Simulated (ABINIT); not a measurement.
# ZnSe (Stilleite) (F-43m) in ABINIT: a series of runs

Aim: see how the results for ZnSe (Stilleite) move with the level of theory and the settings. Levels: LDA, r2SCAN, PBEsol, PBE. Tasks: single point.

Program: ABINIT 10.8.3 (patched build). These are calculated values, not measurements. Logs are shortened: lines on timing, memory, paths and dates and some standing lists are left out, and cuts for length are marked. The log counts tension as positive stress, the text compression.

**What was measured.**

From “Alloy Disordering Effects on the Thermal Conductivity and Energy Gap Temperature Dependence of Cd1−xZnxSe Ternary Crystals Grown by the Bridgman Method”, 2023, pmc:10253836, for a bulk crystal of ZnSe at 300 K: band gap 2.695 ± 0.003 eV (an exciton energy, a little under the gap).

The results are compared with them further down.

### Step 1. The structure

It takes space group F-43m (No. 216, cubic). The conventional cell has a = 5.668 Å, b = 5.668 Å, c = 5.668 Å, α = 90.00°, β = 90.00°, γ = 90.00°. Se (site symmetry -43m) has 4 Zn at 2.45 Å as nearest neighbours. Zn (site symmetry -43m) is surrounded by 4 Se at 2.45 Å.

### Step 2. Single point, LDA

run.abi reads:

```
# Pseudopotentials
pp_dirpath "./"
pseudos "Se.LDA_PW-JTH.xml, Zn.LDA_PW-JTH.xml"

# Structure
acell 4.0075983931 4.0075983931 4.0075983931 Angstrom
rprim
     0.0000000000     0.7071067812     0.7071067812
     0.7071067812     0.0000000000     0.7071067812
     0.7071067812     0.7071067812     0.0000000000
ntypat 2
znucl 34 30
natom 2
typat 1 2
xred
     0.7500000000     0.7500000000     0.7500000000
     0.0000000000     0.0000000000     0.0000000000

# Plane-wave basis
ecut 20.0
pawecutdg 40.0

# k points
kptopt 1
ngkpt 6 6 6
nshiftk 1
shiftk 0.0 0.0 0.0

# Exchange and correlation
ixc 7

# Bands and occupations
nband 13
occopt 3
tsmear 0.05 eV

# SCF cycle
nstep 100
tolvrs 1.0e-9

# Output
iomode 3
prtwf 0
prtden 0
prteig 0
prtebands 0
```

Potentials or basis: JTH PAW LDA v2.0.

Run with:

```sh
abinit run.abi > log 2>&1
```

run.abo:

```text
.Version 10.8.3 of ABINIT
 Symmetries : space group F-4 3 m (#216); Bravais cF (face-center cubic)
================================================================================
 Values of the parameters that define the memory need of the present run
     intxc =       0    ionmov =       0      iscf =      17    lmnmax =      18
     lnmax =       6     mgfft =      32  mpssoang =       3    mqgrid =    3001
     natom =       2  nloc_mem =       2    nspden =       1   nspinor =       1
    nsppol =       1      nsym =      24    n1xccc =       1    ntypat =       2
    occopt =       3   xclevel =       1
       mpw =        1327          nfft =       32768          nkpt =          16
 PAW method is used; the additional fine FFT grid is defined by:
   mgfftf=        45    nfftf =     91125
================================================================================
================================================================================

--------------------------------------------------------------------------------
------------- Echo of variables that govern the present computation ------------
--------------------------------------------------------------------------------
 -outvars: echo values of preprocessed input variables --------
            acell      7.5732633856E+00  7.5732633856E+00  7.5732633856E+00 Bohr
              amu      7.89600000E+01  6.53900000E+01
             ecut      2.00000000E+01 Hartree
              ixc           7
         kptrlatt        6    0    0      0    6    0      0    0    6
          kptrlen      4.54395803E+01
            natom           2
            nband          13
            ngfft          32      32      32
          ngfftdg          45      45      45
             nkpt          16
            nstep         100
             nsym          24
           ntypat           2
           occopt           3
        pawecutdg      4.00000000E+01 Hartree
           prtden           0
        prtebands           0
           prteig           0
            prtwf           0
            rprim      0.0000000000E+00  7.0710678120E-01  7.0710678120E-01
                       7.0710678120E-01  0.0000000000E+00  7.0710678120E-01
                       7.0710678120E-01  7.0710678120E-01  0.0000000000E+00
          spgroup         216
           tolvrs      1.00000000E-09
           tsmear      1.83746611E-03 Hartree
            typat      1  2
           useylm           1
           xangst      4.2507000001E+00  4.2507000001E+00  4.2507000001E+00
                       0.0000000000E+00  0.0000000000E+00  0.0000000000E+00
            xcart      8.0326588436E+00  8.0326588436E+00  8.0326588436E+00
                       0.0000000000E+00  0.0000000000E+00  0.0000000000E+00
             xred      7.5000000000E-01  7.5000000000E-01  7.5000000000E-01
                       0.0000000000E+00  0.0000000000E+00  0.0000000000E+00
            znucl       34.00000   30.00000

================================================================================

 chkinp: Checking input parameters for consistency.

================================================================================
== DATASET  1 ==================================================================

--- !DatasetInfo
iteration_state: {dtset: 1, }
dimensions: {natom: 2, nkpt: 16, mband: 13, nsppol: 1, nspinor: 1, nspden: 1, mpw: 1327, }
cutoff_energies: {ecut:  20.0, pawecutdg:  40.0, }
electrons: {nelect:   1.80000000E+01, charge:   0.00000000E+00, occopt:   3.00000000E+00, tsmear:   1.83746611E-03, }
meta: {optdriver: 0, ionmov: 0, optcell: 0, iscf: 17, paral_kgb: 0, }
...

 Exchange-correlation functional for the present dataset will be:
  LDA: Perdew-Wang 92 LSD fit to Ceperley-Alder data - ixc=7
  J.P.Perdew and Y.Wang, PRB 45, 13244 (1992)

 Real(R)+Recip(G) space primitive vectors, cartesian coordinates (Bohr,Bohr^-1):
 R(1)=  0.0000000  5.3551059  5.3551059  G(1)= -0.0933688  0.0933688  0.0933688
 R(2)=  5.3551059  0.0000000  5.3551059  G(2)=  0.0933688 -0.0933688  0.0933688
 R(3)=  5.3551059  5.3551059  0.0000000  G(3)=  0.0933688  0.0933688 -0.0933688
 Unit cell volume ucvol=  3.0713845E+02 bohr^3
 Angles (23,13,12)=  6.00000000E+01  6.00000000E+01  6.00000000E+01 degrees

 Coarse grid specifications (used for wave-functions):

 getcut: wavevector=  0.0000  0.0000  0.0000  ngfft=  32  32  32
         ecut(hartree)=     20.000   => boxcut(ratio)=   2.09888

 Fine grid specifications (used for densities):

 getcut: wavevector=  0.0000  0.0000  0.0000  ngfft=  45  45  45
         ecut(hartree)=     40.000   => boxcut(ratio)=   2.04068

--- Pseudopotential description ------------------------------------------------
- pspini: atom type   1  psp file is ./Se.LDA_PW-JTH.xml
 Pseudopotential format is: paw10
 basis_size (lnmax)=  4 (lmn_size=  8), orbitals=   0   0   1   1
 Spheres core radius: rc_sph= 2.21132333
 Shapefunction is BESSEL type: shapef(r,l)=aa(1,l)*jl(q(1,l)*r)+aa(2,l)*jl(q(2,l)*r)
 Radius for shape functions =  2.00656599
 Compensation charge density is not taken into account in XC energy/potential

- pspini: atom type   2  psp file is ./Zn.LDA_PW-JTH.xml
 Pseudopotential format is: paw10
 basis_size (lnmax)=  6 (lmn_size= 18), orbitals=   0   0   1   1   2   2
 Spheres core radius: rc_sph= 2.30769763
 Shapefunction is SIN type: shapef(r)=[sin(pi*r/rshp)/(pi*r/rshp)]**2
 Radius for shape functions =  1.80965103
 Compensation charge density is not taken into account in XC energy/potential

   6.85384960E+02                                ecore*ucvol(ha*bohr**3)
--------------------------------------------------------------------------------

[... 7 lines left out ...]

     iter   Etot(hartree)      deltaE(h)  residm     nres2
 ETOT  1  -74.095423877742    -7.410E+01 1.072E+00 2.734E+00
 ETOT  2  -74.244834764758    -1.494E-01 4.681E-02 4.756E-01
 ETOT  3  -74.242431878468     2.403E-03 1.204E-01 1.200E-01
 ETOT  4  -74.242225869280     2.060E-04 1.603E-02 6.891E-02
 ETOT  5  -74.242305296476    -7.943E-05 9.066E-03 1.085E-02
 ETOT  6  -74.242604353497    -2.991E-04 1.012E-02 2.943E-02
 ETOT  7  -74.242451545000     1.528E-04 2.725E-03 6.225E-04
 ETOT  8  -74.242519299632    -6.775E-05 1.602E-03 5.900E-04
 ETOT  9  -74.242522884913    -3.585E-06 6.816E-04 6.531E-04
 ETOT 10  -74.242524105547    -1.221E-06 9.912E-04 8.962E-04
 ETOT 11  -74.242531470660    -7.365E-06 5.212E-04 2.074E-03
 ETOT 12  -74.242577224862    -4.575E-05 8.266E-04 1.302E-02
 ETOT 13  -74.242518479147     5.875E-05 7.519E-04 5.080E-04
 ETOT 14  -74.242521817239    -3.338E-06 8.261E-05 5.428E-04
 ETOT 15  -74.242521047046     7.702E-07 4.493E-05 3.278E-04
 ETOT 16  -74.242521109473    -6.243E-08 9.808E-06 3.019E-04
 ETOT 17  -74.242519807729     1.302E-06 6.256E-06 1.472E-05
 ETOT 18  -74.242520044952    -2.372E-07 1.126E-06 1.137E-06
 ETOT 19  -74.242520055910    -1.096E-08 6.741E-07 2.669E-06
 ETOT 20  -74.242520071941    -1.603E-08 2.229E-07 6.015E-06
 ETOT 21  -74.242520087455    -1.551E-08 1.202E-07 9.447E-06
 ETOT 22  -74.242520068418     1.904E-08 3.562E-07 5.580E-06
 ETOT 23  -74.242520059249     9.169E-09 4.049E-08 3.444E-06
 ETOT 24  -74.242520047462     1.179E-08 1.515E-07 9.326E-07
 ETOT 25  -74.242520073675    -2.621E-08 5.092E-08 5.931E-06
 ETOT 26  -74.242520046506     2.717E-08 3.026E-08 1.729E-06
 ETOT 27  -74.242520048752    -2.246E-09 9.372E-09 1.218E-06
 ETOT 28  -74.242520048143     6.088E-10 3.232E-08 4.810E-07
 ETOT 29  -74.242520045815     2.328E-09 4.066E-09 3.340E-09
 ETOT 30  -74.242520045991    -1.762E-10 5.790E-09 1.074E-08
 ETOT 31  -74.242520045949     4.182E-11 4.936E-10 1.326E-10

 At SCF step   31       nres2   =  1.33E-10 < tolvrs=  1.00E-09 =>converged.

 Cartesian components of stress tensor (hartree/bohr^3)
  sigma(1 1)=  1.25119652E-04  sigma(3 2)=  0.00000000E+00
  sigma(2 2)=  1.25119652E-04  sigma(3 1)=  0.00000000E+00
  sigma(3 3)=  1.25119652E-04  sigma(2 1)=  0.00000000E+00

--- !ResultsGS
iteration_state: {dtset: 1, }
comment   : Summary of ground state results
lattice_vectors:
- [  0.0000000,   5.3551059,   5.3551059, ]
- [  5.3551059,   0.0000000,   5.3551059, ]
- [  5.3551059,   5.3551059,   0.0000000, ]
lattice_lengths: [   7.57326,    7.57326,    7.57326, ]
lattice_angles: [ 60.000,  60.000,  60.000, ] # degrees, (23, 13, 12)
lattice_volume:   3.0713845E+02
convergence: {deltae:  4.182E-11, res2:  1.326E-10, residm:  4.936E-10, diffor: null, }
etotal    :  -7.42425200E+01
entropy   :   0.00000000E+00
fermie    :   1.07448925E-01
cartesian_stress_tensor: # hartree/bohr^3
- [  1.25119652E-04,   0.00000000E+00,   0.00000000E+00, ]
- [  0.00000000E+00,   1.25119652E-04,   0.00000000E+00, ]
- [  0.00000000E+00,   0.00000000E+00,   1.25119652E-04, ]
pressure_GPa:  -3.6811E+00
xred      :
- [  7.5000E-01,   7.5000E-01,   7.5000E-01, Se]
- [  0.0000E+00,   0.0000E+00,   0.0000E+00, Zn]
cartesian_forces: # hartree/bohr
- [  5.89240191E-31,  -1.96413397E-31,  -1.96413397E-31, ]
- [ -5.89240191E-31,   1.96413397E-31,   1.96413397E-31, ]
force_length_stats: {min:   6.51429542E-31, max:   6.51429542E-31, mean:   6.51429542E-31, }
...

 Integrated electronic density in atomic spheres:
 ------------------------------------------------
 Atom  Sphere_radius  Integrated_density
    1        2.21132          4.01738463
    2        2.30770         10.78596037

================================================================================

 ----iterations are completed or convergence reached----

 Mean square residual over all n,k,spin=   65.258E-13; max=  49.363E-11
 reduced coordinates (array xred) for    2 atoms
       0.750000000000      0.750000000000      0.750000000000
       0.000000000000      0.000000000000      0.000000000000
 rms dE/dt=  2.9750E-30; max dE/dt=  4.2073E-30; dE/dt below (all hartree)
    1       0.000000000000      0.000000000000      0.000000000000
    2      -0.000000000000      0.000000000000      0.000000000000

 cartesian coordinates (angstrom) at end:
    1      4.25070000013085     4.25070000013085     4.25070000013085
    2      0.00000000000000     0.00000000000000     0.00000000000000

 cartesian forces (hartree/bohr) at end:
    1      0.00000000000000    -0.00000000000000    -0.00000000000000
    2     -0.00000000000000     0.00000000000000     0.00000000000000
 frms,max,avg= 3.7610302E-31 5.8924019E-31   0.000E+00  0.000E+00  0.000E+00 h/b

 cartesian forces (eV/Angstrom) at end:
    1      0.00000000000000    -0.00000000000000    -0.00000000000000
    2     -0.00000000000000     0.00000000000000     0.00000000000000
 frms,max,avg= 1.9339995E-29 3.0299949E-29   0.000E+00  0.000E+00  0.000E+00 e/A
 length scales=  7.573263385587  7.573263385587  7.573263385587 bohr
              =  4.007598393100  4.007598393100  4.007598393100 angstroms
 Fermi (or HOMO) energy (hartree) =   0.10745   Average Vxc (hartree)=  -0.34977
 Eigenvalues (hartree) for nkpt=  16  k points:
 kpt#   1, nband= 13, wtk=  0.00463, kpt=  0.0000  0.0000  0.0000 (reduced coord)
  -0.40205   -0.15723   -0.15723   -0.15723   -0.14396   -0.14396    0.08748    0.08748
   0.08748    0.12534    0.29737    0.29737    0.29737
      occupation numbers for kpt#   1
   2.00000    2.00000    2.00000    2.00000    2.00000    2.00000    1.99996    1.99996
   1.99996    0.00012    0.00000    0.00000    0.00000
 prteigrs : prtvol=0 or 1, do not print more k-points.

--- !EnergyTerms
iteration_state     : {dtset: 1, }
comment             : Components of total free energy in Hartree
kinetic             :  1.00431256504062E+01
hartree             :  2.21467538742902E+01
xc                  : -8.04900310931429E+00
Ewald energy        : -4.39185504141465E+01
psp_core            :  2.23151794894320E+00
local_psp           : -7.59680121210888E+01
PAW spherical_terms :  1.92716507497685E+01
internal            : -7.42425174211414E+01
'-kT*entropy'       : -2.29300638080680E-08
total_energy        : -7.42425174440715E+01
total_energy_eV     : -2.02024181804461E+03
...

--- !EnergyTermsDC
iteration_state     : {dtset: 1, }
comment             : '"Double-counting" decomposition of free energy'
band_energy         : -2.26040578172331E+00
Ewald energy        : -4.39185504141465E+01
psp_core            :  2.23151794894320E+00
xc_dc               : -2.44285440077857E+01
PAW spherical_terms : -5.86653776830663E+00
internal            : -7.42425200230189E+01
'-kT*entropy'       : -2.29300638080680E-08
total_energy_dc     : -7.42425200459489E+01
total_energy_dc_eV  : -2.02024188884530E+03
...

--- !EnergyTermsWithPAWCore
iteration_state     : {dtset: 1, }
comment             : 'Components of total free energy, including PAW core contributions'
Total energy        : -4.22037901072262E+03
Total energy DC     : -4.22037901332450E+03
Total energy (eV)   : -1.14842363365204E+05
Total energy DC (eV): -1.14842363436005E+05
...

 Cartesian components of stress tensor (hartree/bohr^3)
  sigma(1 1)=  1.25119652E-04  sigma(3 2)=  0.00000000E+00
  sigma(2 2)=  1.25119652E-04  sigma(3 1)=  0.00000000E+00
  sigma(3 3)=  1.25119652E-04  sigma(2 1)=  0.00000000E+00

-Cartesian components of stress tensor (GPa)         [Pressure= -3.6811E+00 GPa]
- sigma(1 1)=  3.68114726E+00  sigma(3 2)=  0.00000000E+00
- sigma(2 2)=  3.68114726E+00  sigma(3 1)=  0.00000000E+00
- sigma(3 3)=  3.68114726E+00  sigma(2 1)=  0.00000000E+00

== END DATASET(S) ==============================================================
================================================================================

 -outvars: echo values of variables after computation  --------
            acell      7.5732633856E+00  7.5732633856E+00  7.5732633856E+00 Bohr
           etotal     -7.4242520046E+01
            fcart      5.8924019101E-31 -1.9641339700E-31 -1.9641339700E-31
                      -5.8924019101E-31  1.9641339700E-31  1.9641339700E-31
            rprim      0.0000000000E+00  7.0710678120E-01  7.0710678120E-01
                       7.0710678120E-01  0.0000000000E+00  7.0710678120E-01
                       7.0710678120E-01  7.0710678120E-01  0.0000000000E+00
           strten      1.2511965227E-04  1.2511965227E-04  1.2511965227E-04
                       0.0000000000E+00  0.0000000000E+00  0.0000000000E+00
           xangst      4.2507000001E+00  4.2507000001E+00  4.2507000001E+00
                       0.0000000000E+00  0.0000000000E+00  0.0000000000E+00
             xred      7.5000000000E-01  7.5000000000E-01  7.5000000000E-01
                       0.0000000000E+00  0.0000000000E+00  0.0000000000E+00
 Calculation completed.
```

Run time: 20 s. Hardware: 1 thread of Arm Neoverse V1, shared host; peak memory 0.11 GiB.

Results:

| Item | Value |
| --- | --- |
| Free energy | -2020.2419 eV |
| Band gap on the k mesh | 1.03 eV, direct |
| Valence electrons inside the program's atomic spheres | Se 4.02; Zn 10.79 |

Caveat: the cutoff is too short for stress, so the log's stress isn't used.

[end of part 1 of 2]
